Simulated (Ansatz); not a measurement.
**Si (C2/m), an elastic constant from a strain scan**

All numbers below come from DFT LDA, scalar-relativistic, plane waves, PAW (Ansatz 0.2.0). The runs took a 420 eV cutoff, a Γ-centred 10×10×6 mesh and Gaussian smearing (0.03 eV). No spin polarisation. Energies are free energies at this smearing, counted from the undisturbed cell; pressure is positive in compression.

The starting cell (relaxed at this level; this form isn't the usual structure):

```
CELL_PARAMETERS angstrom
6.85861 -1.90840 0.00196
6.85861 1.90840 0.00196
-0.73908 0.00000 6.24714
ATOMIC_POSITIONS crystal
Si 0.05526 0.05526 0.87329
Si 0.94474 0.94474 0.12671
Si 0.55899 0.55899 0.65324
Si 0.44101 0.44101 0.34676
Si 0.21250 0.21250 0.05713
Si 0.78750 0.78750 0.94287
Si 0.72705 0.72705 0.58568
Si 0.27295 0.27295 0.41432
```

The cell is strained by ε times the Voigt pattern (1, -1, 0, 0, 0, 0) (xx, yy, zz, yz, xz, xy; engineering shear) with fractional coordinates fixed. The cell holds 8 atoms in V0 = 163.54 Å³. The stress column is τ = (1/V0) dE/dε, got from the stress tensor σ (compression positive) at each point as −det(1 + εP) σ : P(1 + εP)⁻¹, with P the pattern as a tensor.

```
      ε  ΔE (meV/atom)  τ (GPa)
-0.0300         20.424  -10.637
-0.0200          9.096   -7.104
-0.0100          2.291   -3.570
 0.0000          0.000   -0.015
 0.0100          2.260    3.560
 0.0200          9.092    7.152
 0.0300         20.522   10.769
 0.0350         27.972   12.590
 0.0400              ?        ?
```

Q: Which combination of elastic constants does this scan measure, and how large is it?

A: For small ε, τ = τ0 + Kε with K = pᵀCp, which for this pattern is C11 + C22 − 2 C12 in the Cartesian frame shown. The parabola through τ at ε = -0.0100, 0 and 0.0100 has slope K = 356 GPa at zero. The energies per cell, E = NΔE, of the same two points give K = 2[E(ε₊)/ε₊ − E(ε₋)/ε₋]/[(ε₊ − ε₋)V0] = 357 GPa, in agreement. These are clamped-ion values.

Q: Predict the withheld row at ε = 0.0400 from the harmonic law, and compare.

A: ΔE = V0(τ0 ε + Kε²/2)/N = 36.309 meV/atom and τ = 14.24 GPa. The calculation gives 36.588 meV/atom and 14.42 GPa, a miss of 0.8 % of the harmonic energy, so the harmonic law still holds here.

Forces appear on the atoms along this scan, and letting them relax would lower the energy and soften the response. The gap closes along the scan, which can put kinks into the curve.

Cost: 10 runs of about 14 core-minutes in all, on Intel Xeon Processor @ 2.50GHz (Skylake/Cascade Lake) (shared hosts).